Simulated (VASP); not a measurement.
Here is a VASP 6.6.1 calculation.

The input INCAR:

```
SYSTEM = BAs
PREC = Accurate
ENCUT = 520
EDIFF = 1E-6
ISMEAR = -1
SIGMA = 0.02
LREAL = .FALSE.
LASPH = .TRUE.
NELM = 100
ALGO = Fast
ISIF = 2
LWAVE = .FALSE.
LCHARG = .FALSE.
GGA = PE
NBANDS = 11
```

File KPOINTS:

```
regular mesh
0
G
  8 8 8
  0 0 0
```

File POSCAR:

```
BAs
1.0
    0.0000000000      2.4044049119      2.4044049119
    2.4044049119      0.0000000000      2.4044049119
    2.4044049119      2.4044049119      0.0000000000
B As
1 1
Direct
    0.0000000000      0.0000000000      0.0000000000
    0.2500000000      0.2500000000      0.2500000000
```

Potentials or basis: VASP PAW PBE potentials, release 64 (B, As).

Command:

```sh
$ cat potpaw_PBE.64/B/POTCAR potpaw_PBE.64/As/POTCAR > POTCAR
$ mpirun -np 1 vasp_std > vasp.out
```

Problem. What does it give for the pressure?

Solution. 0.6 GPa.

Problem. What does it give for the band gap on the k mesh?

Solution. 1.21 eV, indirect (least direct gap 3.25 eV).

A k mesh can miss the band edges.
